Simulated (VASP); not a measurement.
C, 3 atoms in the cell. Symmetry: P6/mmm, No. 191, hexagonal system. The conventional cell has a = 7.983 Å, b = 7.983 Å, c = 1.288 Å, α = 90.00°, β = 90.00°, γ = 120.00°. C (site symmetry 6/mmm) has 2 C at 1.29 Å as nearest neighbours. C (site symmetry -6m2) is surrounded by 2 C at 1.29 Å. This isn't the form of C at room conditions, which is graphite.

| Quantity | Value |
| --- | --- |
| Program | VASP 6.6.1 |
| Task | single point |
| Functional | revPBE |
| Potentials or basis | VASP PAW PBE potentials, release 64 (C) |
| Cutoff | 520 eV |
| k mesh | 6 × 6 × 32 |
| Occupations | fermi-dirac, width 0.1 eV |
| Spin | no spin polarisation |
| Dipole correction | no |
| Further INCAR settings | ALGO = Normal; EDIFF = 1e-07; NBANDS = 13 |

Potentials or basis: VASP PAW PBE potentials, release 64 (C).

Run with:

```bash
$ cat potpaw_PBE.64/C/POTCAR > POTCAR
$ mpirun -np 1 vasp_std > vasp.out
```

Hardware: 1 thread of Intel(R) Xeon(R) Platinum 8559C (Emerald Rapids), with other jobs on the host.

Question: How long does it take, and how much memory?

Answer: It took 48 s on 1 thread of Intel(R) Xeon(R) Platinum 8559C (Emerald Rapids), with other jobs on the host, peak memory 0.22 GiB. Counts: scf iterations 16, k points 119.
